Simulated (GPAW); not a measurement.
Runs of GPAW 26.7.0 on MoS2. The cell holds a slab with vacuum, 3 atoms: a = 3.184 Å, b = 3.184 Å, c = 17.335 Å, α = 90.00°, β = 90.00°, γ = 120.00°. 

| task | level | potentials or basis | U | cell | k mesh | band path | band points | optimizer | fmax | max steps | gap on the mesh (eV) | relaxed volume (Å³/atom) | largest force (eV/Å) |
| --- | --- | --- | --- | --- | --- | --- | --- | --- | --- | --- | --- | --- | --- |
| band structure | PBEsol | PAW data sets generated in the run's folder for this functional, pw | - | as given | 8 × 8 × 2 | GMKGALHA,LM,KH | 80 | - | - | - | 1.76 | - | 0.15 |
| relaxation of cell and atoms | PBEsol+D3 | PAW data sets generated in the run's folder for this functional, pw | - | relaxed | 7 × 7 × 2 | - | - | BFGS | 0.02 eV/Å | 60 | 2.13 | 48.99 | 0.01 |
| band structure | PBEsol+U | PAW data sets generated in the run's folder for this functional, pw | Mo d U = 6 eV | as given | 8 × 8 × 2 | GMKGALHA,LM,KH | 80 | - | - | - | - | - | 0.02 |
| relaxation of cell and atoms | PBEsol | PAW data sets generated in the run's folder for this functional, pw | - | relaxed | 7 × 7 × 2 | - | - | BFGS | 0.02 eV/Å | 60 | (b) | (a) | 0.01 |

Alike in all rows: no spin polarisation; cutoff (eV) 600; smearing fermi-dirac 0.05 eV.

Question: Fill in the values left out.

Answer: (a) 49.36; (b) 2.10.

Caveats: later steps reuse the first step's grids (some runs).

A k mesh can miss the band edges, and the runs leave out spin-orbit coupling on Mo.

Not every run made on this cell is shown here.
